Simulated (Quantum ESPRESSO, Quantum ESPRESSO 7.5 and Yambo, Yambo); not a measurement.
# Quasiparticle gap of RbCl (Fm-3m) in Yambo

How does a plane-wave GW calculation on RbCl (Fm-3m) run from the first input to the gap?

Main program and level: Quantum ESPRESSO 7.5 and Yambo 5.3.0; PBE and many-body steps on it, plane waves.

### 1. The structure

Symmetry: Fm-3m, No. 225, cubic system. Conventional cell: a = 6.579 Å, b = 6.579 Å, c = 6.579 Å, α = 90.00°, β = 90.00°, γ = 90.00°. Nearest to Rb lie 6 Cl at 3.29 Å. Nearest to Cl lie 6 Rb at 3.29 Å. Farther neighbours and most contacts between anions are not listed.

The cell and positions come from the Crystallography Open Database and are kept as given unless a step says otherwise.

### 2. Ground state

This step: Quantum ESPRESSO 7.5; DFT, PBE, plane waves, norm-conserving pseudopotentials.

The ground-state density comes first.

File pw.in:

```
&control
  calculation = 'scf'
  prefix = 'x'
  outdir = 'o'
  pseudo_dir = 'pseudo'
/
&system
  ibrav = 0
  nat = 2
  ntyp = 2
  ecutwfc = 50.0
  nbnd = 13
  force_symmorphic = .true.
/
&electrons
  conv_thr = 1e-10
  electron_maxstep = 80
  mixing_beta = 0.5
/
ATOMIC_SPECIES
  Rb 85.468 Rb.upf
  Cl 35.45 Cl.upf
CELL_PARAMETERS angstrom
  -0.0000000000 3.2895000000 3.2895000000
  3.2895000000 -0.0000000000 3.2895000000
  3.2895000000 3.2895000000 -0.0000000000
ATOMIC_POSITIONS crystal
  Rb 0.0000000000 0.0000000000 0.0000000000
  Cl 0.5000000000 0.5000000000 0.5000000000
K_POINTS automatic
  6 6 6 0 0 0
```

Started as:

```bash
$ OMP_NUM_THREADS=1 mpirun -n 4 pw.x -nk 4 -in pw.in > pw.out
```

What it wrote:

```text
Program PWSCF v.7.5 starts

     This program is part of the open-source Quantum ESPRESSO suite
     for quantum simulation of materials; please cite
         "P. Giannozzi et al., J. Phys.:Condens. Matter 21 395502 (2009);
         "P. Giannozzi et al., J. Phys.:Condens. Matter 29 465901 (2017);
         "P. Giannozzi et al., J. Chem. Phys. 152 154105 (2020);
     in publications or presentations arising from this work. More details at
     Message from routine setup:
     using ibrav=0 with symmetry is DISCOURAGED, use correct ibrav instead

     G-vector sticks info

     bravais-lattice index     =            0
     lattice parameter (alat)  =       8.7911  a.u.
     unit-cell volume          =     480.4147 (a.u.)^3
     number of atoms/cell      =            2
     number of atomic types    =            2
     number of electrons       =        16.00
     number of Kohn-Sham states=           13
     kinetic-energy cutoff     =      50.0000  Ry
     charge density cutoff     =     200.0000  Ry
     scf convergence threshold =      1.0E-10
     mixing beta               =       0.5000
     number of iterations used =            8  plain     mixing
     Exchange-correlation= PBE
                           (   1   4   3   4   0   0   0)

     celldm(1)=   8.791111  celldm(2)=   0.000000  celldm(3)=   0.000000
     celldm(4)=   0.000000  celldm(5)=   0.000000  celldm(6)=   0.000000

     crystal axes: (cart. coord. in units of alat)
               a(1) = (  -0.000000   0.707107   0.707107 )
               a(2) = (   0.707107  -0.000000   0.707107 )
               a(3) = (   0.707107   0.707107  -0.000000 )

     reciprocal axes: (cart. coord. in units 2 pi/alat)
               b(1) = ( -0.707107  0.707107  0.707107 )
               b(2) = (  0.707107 -0.707107  0.707107 )
               b(3) = (  0.707107  0.707107 -0.707107 )
     Pseudo is Norm-conserving + core correction, Zval =  9.0
     Generated using ONCVPSP code by D. R. Hamann
     Using radial grid of 2308 points,  6 beta functions with:
     Pseudo is Norm-conserving + core correction, Zval =  7.0
     Generated using ONCVPSP code by D. R. Hamann
     Using radial grid of 1028 points,  6 beta functions with:
     Rb                9.00    85.46800     Rb( 1.00)
     Cl                7.00    35.45000     Cl( 1.00)

     48 Sym. Ops., with inversion, found

   Cartesian axes

     site n.     atom                  positions (alat units)
         1        Rb     tau(   1) = (   0.0000000   0.0000000   0.0000000  )
         2        Cl     tau(   2) = (   0.7071068   0.7071068   0.7071068  )

     number of k points=    16
                       cart. coord. in units 2pi/alat
        k(    1) = (   0.0000000   0.0000000   0.0000000), wk =   0.0092593
        k(    2) = (   0.1178511   0.1178511  -0.1178511), wk =   0.0740741
        k(    3) = (   0.2357023   0.2357023  -0.2357023), wk =   0.0740741
        k(    4) = (  -0.3535534  -0.3535534   0.3535534), wk =   0.0370370
        k(    5) = (   0.2357023   0.0000000  -0.0000000), wk =   0.0555556
        k(    6) = (   0.3535534   0.1178511  -0.1178511), wk =   0.2222222
        k(    7) = (  -0.2357023  -0.4714045   0.4714045), wk =   0.2222222
        k(    8) = (  -0.1178511  -0.3535534   0.3535534), wk =   0.2222222
        k(    9) = (   0.0000000  -0.2357023   0.2357023), wk =   0.1111111
        k(   10) = (   0.4714045   0.0000000  -0.0000000), wk =   0.0555556
     [... 4 further rows ...]
        k(   15) = (  -0.1178511  -0.3535534   0.5892557), wk =   0.2222222
        k(   16) = (  -0.7071068   0.2357023   0.0000000), wk =   0.1111111

     Dense  grid:    22995 G-vectors     FFT dimensions: (  40,  40,  40)

     Initial potential from superposition of free atoms

     starting charge      15.9752, renormalised to      16.0000
     Starting wfcs are    9 randomized atomic wfcs +    4 random wfcs

     per-process dynamical memory:    19.8 Mb

     Self-consistent Calculation

     iteration #  1     ecut=    50.00 Ry     beta= 0.50

     Threshold (ethr) on eigenvalues was too large:
     Diagonalizing with lowered threshold

     total energy              =     -87.21609504 Ry
     estimated scf accuracy    <       0.08357746 Ry

     iteration #  2     ecut=    50.00 Ry     beta= 0.50

     total energy              =     -87.23528009 Ry
     estimated scf accuracy    <       0.00477331 Ry

     iteration #  3     ecut=    50.00 Ry     beta= 0.50

     total energy              =     -87.23612602 Ry
     estimated scf accuracy    <       0.00103481 Ry

     iteration #  4     ecut=    50.00 Ry     beta= 0.50

     total energy              =     -87.23621833 Ry
     estimated scf accuracy    <       0.00001940 Ry

     iteration #  5     ecut=    50.00 Ry     beta= 0.50

     total energy              =     -87.23622639 Ry
     estimated scf accuracy    <       0.00000308 Ry

     iteration #  6     ecut=    50.00 Ry     beta= 0.50

     total energy              =     -87.23622752 Ry
     estimated scf accuracy    <       0.00000032 Ry

     iteration #  7     ecut=    50.00 Ry     beta= 0.50

     total energy              =     -87.23622759 Ry
     estimated scf accuracy    <          1.4E-09 Ry

     iteration #  8     ecut=    50.00 Ry     beta= 0.50

     total energy              =     -87.23622760 Ry
     estimated scf accuracy    <          2.7E-09 Ry

     iteration #  9     ecut=    50.00 Ry     beta= 0.50

     End of self-consistent calculation

          k = 0.0000 0.0000 0.0000 (  2837 PWs)   bands (ev):

   -22.8688 -10.9397  -6.9125  -6.9125  -6.9125   1.0595   1.0595   1.0595
     6.0622   9.0467   9.0467   9.0467  10.0184

          k = 0.1179 0.1179-0.1179 (  2836 PWs)   bands (ev):

   -22.8649 -10.9556  -6.9156  -6.9156  -6.9057   0.8038   0.9702   0.9702
     6.6828   8.8772   9.3906   9.3906  10.4238

          k = 0.2357 0.2357-0.2357 (  2872 PWs)   bands (ev):

   -22.8569 -10.9871  -6.9217  -6.9217  -6.8925   0.3809   0.8016   0.8016
     8.0194   8.8736  10.3417  10.3417  11.4529

          k =-0.3536-0.3536 0.3536 (  2884 PWs)   bands (ev):

     [... further k-points ...]

     highest occupied, lowest unoccupied level (ev):     1.0595    6.0622

!    total energy              =     -87.23622760 Ry
     estimated scf accuracy    <          6.5E-11 Ry

     The total energy is the sum of the following terms:
     one-electron contribution =     -20.86954624 Ry
     hartree contribution      =      15.81904037 Ry
     xc contribution           =     -23.20016521 Ry
     ewald contribution        =     -58.98555651 Ry

     convergence has been achieved in   9 iterations

     XML data file, charge density, pseudopotentials, collected wavefunctions

=------------------------------------------------------------------------------=
   JOB DONE.
=------------------------------------------------------------------------------=
```

Wall time 2.9 s (4 MPI ranks of Arm Neoverse V2, shared host); peak memory 0.22 GiB; 11 s of CPU time.

Numbers from this step:

* total energy: -1186.9093 eV
* gap: 5.003 eV
* k of the valence top: 0, 0, 0
* k of the conduction bottom: 0, 0, 0
* least direct gap: 5.003 eV

The gap is direct, at Γ.

### 3. Bands along the symmetry lines

The cheap functional maps the bands first; the places of the edges decide which points the dearer methods must see.

File pw.in:

```
&control
  calculation = 'bands'
  prefix = 'x'
  outdir = 'o'
  pseudo_dir = 'pseudo'
/
&system
  ibrav = 0
  nat = 2
  ntyp = 2
  ecutwfc = 50.0
  nbnd = 14
  force_symmorphic = .true.
/
&electrons
  conv_thr = 1e-9
  electron_maxstep = 80
  diago_full_acc = .true.
  diago_thr_init = 5e-6
/
ATOMIC_SPECIES
  Rb 85.468 Rb.upf
  Cl 35.45 Cl.upf
CELL_PARAMETERS angstrom
  -0.0000000000 3.2895000000 3.2895000000
  3.2895000000 -0.0000000000 3.2895000000
  3.2895000000 3.2895000000 -0.0000000000
ATOMIC_POSITIONS crystal
  Rb 0.0000000000 0.0000000000 0.0000000000
  Cl 0.5000000000 0.5000000000 0.5000000000
K_POINTS crystal
  50
  0.00000000 0.00000000 0.00000000 1
  0.06250000 0.00000000 0.06250000 1
  0.12500000 0.00000000 0.12500000 1
  0.18750000 0.00000000 0.18750000 1
  0.25000000 0.00000000 0.25000000 1
  0.31250000 0.00000000 0.31250000 1
  0.37500000 0.00000000 0.37500000 1
  0.43750000 0.00000000 0.43750000 1
  0.50000000 0.00000000 0.50000000 1
  0.51562500 0.03125000 0.51562500 1
  0.53125000 0.06250000 0.53125000 1
  0.54687500 0.09375000 0.54687500 1
  0.56250000 0.12500000 0.56250000 1
  0.57812500 0.15625000 0.57812500 1
  0.59375000 0.18750000 0.59375000 1
  0.60937500 0.21875000 0.60937500 1
  0.62500000 0.25000000 0.62500000 1
  0.37500000 0.37500000 0.75000000 1
  0.32812500 0.32812500 0.65625000 1
  0.28125000 0.28125000 0.56250000 1
  0.23437500 0.23437500 0.46875000 1
  0.18750000 0.18750000 0.37500000 1
  0.14062500 0.14062500 0.28125000 1
  0.09375000 0.09375000 0.18750000 1
  0.04687500 0.04687500 0.09375000 1
  0.00000000 0.00000000 0.00000000 1
  0.06250000 0.06250000 0.06250000 1
  0.12500000 0.12500000 0.12500000 1
  0.18750000 0.18750000 0.18750000 1
  0.25000000 0.25000000 0.25000000 1
  0.31250000 0.31250000 0.31250000 1
  0.37500000 0.37500000 0.37500000 1
  0.43750000 0.43750000 0.43750000 1
  0.50000000 0.50000000 0.50000000 1
  0.50000000 0.46875000 0.53125000 1
  0.50000000 0.43750000 0.56250000 1
  0.50000000 0.40625000 0.59375000 1
  0.50000000 0.37500000 0.62500000 1
  0.50000000 0.34375000 0.65625000 1
  0.50000000 0.31250000 0.68750000 1
  0.50000000 0.28125000 0.71875000 1
  0.50000000 0.25000000 0.75000000 1
  0.50000000 0.21875000 0.71875000 1
  0.50000000 0.18750000 0.68750000 1
  0.50000000 0.15625000 0.65625000 1
  0.50000000 0.12500000 0.62500000 1
  0.50000000 0.09375000 0.59375000 1
  0.50000000 0.06250000 0.56250000 1
  0.50000000 0.03125000 0.53125000 1
  0.50000000 0.00000000 0.50000000 1
```

What it wrote:

```text
[banner, memory and clock lines left out]
Program PWSCF v.7.5 starts

     Atomic positions and unit cell read from directory:
     o/x.save/

     Message from routine setup:
     using ibrav=0 with symmetry is DISCOURAGED, use correct ibrav instead

     G-vector sticks info

     bravais-lattice index     =            0
     lattice parameter (alat)  =       8.7911  a.u.
     unit-cell volume          =     480.4147 (a.u.)^3
     number of atoms/cell      =            2
     number of atomic types    =            2
     number of electrons       =        16.00
     number of Kohn-Sham states=           14
     kinetic-energy cutoff     =      50.0000  Ry
     charge density cutoff     =     200.0000  Ry
     Exchange-correlation= PBE
                           (   1   4   3   4   0   0   0)

     celldm(1)=   8.791111  celldm(2)=   0.000000  celldm(3)=   0.000000
     celldm(4)=   0.000000  celldm(5)=   0.000000  celldm(6)=   0.000000

     crystal axes: (cart. coord. in units of alat)
               a(1) = (  -0.000000   0.707107   0.707107 )
               a(2) = (   0.707107  -0.000000   0.707107 )
               a(3) = (   0.707107   0.707107  -0.000000 )

     reciprocal axes: (cart. coord. in units 2 pi/alat)
               b(1) = ( -0.707107  0.707107  0.707107 )
               b(2) = (  0.707107 -0.707107  0.707107 )
               b(3) = (  0.707107  0.707107 -0.707107 )
     Pseudo is Norm-conserving + core correction, Zval =  9.0
     Generated using ONCVPSP code by D. R. Hamann
     Using radial grid of 2308 points,  6 beta functions with:
     Pseudo is Norm-conserving + core correction, Zval =  7.0
     Generated using ONCVPSP code by D. R. Hamann
     Using radial grid of 1028 points,  6 beta functions with:
     Rb                9.00    85.46800     Rb( 1.00)
     Cl                7.00    35.45000     Cl( 1.00)

     48 Sym. Ops., with inversion, found

   Cartesian axes

     site n.     atom                  positions (alat units)
         1        Rb     tau(   1) = (   0.0000000   0.0000000   0.0000000  )
         2        Cl     tau(   2) = (   0.7071068   0.7071068   0.7071068  )

     number of k points=    50
                       cart. coord. in units 2pi/alat
        k(    1) = (   0.0000000   0.0000000   0.0000000), wk =   0.0400000
        k(    2) = (   0.0000000   0.0883883   0.0000000), wk =   0.0400000
        k(    3) = (   0.0000000   0.1767767   0.0000000), wk =   0.0400000
[...]
[... 38 further rows ...]
        k(   49) = (   0.0441942   0.7071068   0.0000000), wk =   0.0400000
        k(   50) = (   0.0000000   0.7071068   0.0000000), wk =   0.0400000

     Dense  grid:    22995 G-vectors     FFT dimensions: (  40,  40,  40)

     The potential is recalculated from file :
     o/x.save/charge-density

     Starting wfcs are    9 randomized atomic wfcs +    5 random wfcs

     Band Structure Calculation

     End of band structure calculation

          k = 0.0000 0.0000 0.0000 (  2837 PWs)   bands (ev):

   -22.8688 -10.9398  -6.9124  -6.9124  -6.9124   1.0594   1.0594   1.0594
     6.0622   9.0467   9.0467   9.0467  10.0184  10.0184

          k = 0.0000 0.0884 0.0000 (  2822 PWs)   bands (ev):

   -22.8680 -10.9429  -6.9162  -6.9162  -6.9054   0.9838   1.0528   1.0528
     6.1848   8.9286   9.1488   9.1488  10.0511  10.1417

          k = 0.0000 0.1768 0.0000 (  2834 PWs)   bands (ev):

   -22.8657 -10.9495  -6.9271  -6.9271  -6.8924   0.8072   1.0352   1.0352
     6.5064   8.6380   9.4489   9.4489  10.1468  10.4874

          k =-0.0000 0.2652 0.0000 (  2858 PWs)   bands (ev):

[...]
k = 0.0000 0.4419-0.0000 (  2866 PWs)   bands (ev):

[...]
k =-0.0000 0.5303 0.0000 (  2870 PWs)   bands (ev):

[...]
k = 0.0000 0.6187-0.0000 (  2866 PWs)   bands (ev):

[...]
k = 0.4640 0.4640-0.0000 (  2878 PWs)   bands (ev):

[...]
k = 0.3315 0.3315-0.0000 (  2862 PWs)   bands (ev):

[...]
k = 0.3094 0.7071-0.0000 (  2860 PWs)   bands (ev):

[...]
k = 0.2210 0.7071-0.0000 (  2868 PWs)   bands (ev):

[...]
k = 0.1768 0.7071-0.0000 (  2874 PWs)   bands (ev):

[...]
k = 0.0442 0.7071 0.0000 (  2884 PWs)   bands (ev):

   -22.8484 -10.8933  -7.1685  -7.0150  -7.0092   0.7411   0.9447   0.9549
     7.2917   9.1605  10.7217  11.1302  11.4117  12.8128

          k = 0.0000 0.7071 0.0000 (  2874 PWs)   bands (ev):

   -22.8484 -10.8921  -7.1700  -7.0135  -7.0135   0.7400   0.9582   0.9582
     7.2658   9.1266  10.7767  11.1044  11.4346  12.7855

     XML data file, pseudopotentials, collected wavefunctions
```

Run time: 3.4 s. Hardware: 4 MPI ranks; peak memory 0.2 GiB.

Numbers from this step:

| Quantity | Value |
| --- | --- |
| gap | 5.003 eV |
| k of the valence top | 0, 0, 0 |
| k of the conduction bottom | 0, 0, 0 |
| least direct gap | 5.003 eV |

The gap is 5.003 eV, as in the run before at this level.

The electronic bands at the labelled points (eV, zero at the top of the highest filled band; v1 is the highest filled band, c1 the lowest empty one):

```
    point     v4     v3     v2     v1    c1    c2     c3     c4
        Γ  -7.97   0.00   0.00   0.00  5.00  7.99   7.99   7.99
  halfway  -7.99  -0.53  -0.07  -0.07  6.37  6.89   9.43   9.50
        X  -8.07  -0.32  -0.10  -0.10  6.21  8.07   9.72  10.04
  halfway  -8.06  -0.31  -0.19  -0.14  6.41  8.33   9.36  10.20
        U  -8.03  -0.40  -0.28  -0.22  6.95  8.71   9.06   9.75
jump to K  -8.03  -0.40  -0.28  -0.22  6.95  8.71   9.06   9.75
  halfway  -7.95  -0.59  -0.27  -0.11  6.66  7.61   8.82   9.51
        Γ  -7.97   0.00   0.00   0.00  5.00  7.99   7.99   7.99
  halfway  -7.96  -0.48  -0.18  -0.18  6.27  7.77   8.74   8.74
        L  -7.95  -0.86  -0.34  -0.34  7.75  7.98  10.16  10.16
  halfway  -7.96  -0.65  -0.29  -0.29  7.73  7.86   9.74   9.90
        W  -7.96  -0.44  -0.24  -0.24  7.67  7.67   9.34   9.37
  halfway  -8.02  -0.30  -0.27  -0.15  6.61  8.53   8.99  10.05
        X  -8.07  -0.32  -0.10  -0.10  6.21  8.07   9.72  10.04
```

[end of part 1 of 2]

[Paths, hosts, dates, memory and timing lines, banners, echoed tables and standing remarks are left out of the program output.]

[Logs are printed without paths, hosts, clocks, repeated set-up lines and the standing remarks that a program may print on its own settings, such as how far it seeks lower states.]

[Runs of the session that timed out or met a known fault of the program may be left out.]

[Hosts, paths, dates, database ids (printed as entryN), source tags and the programs' standing remarks are cut or masked in the printed files.]
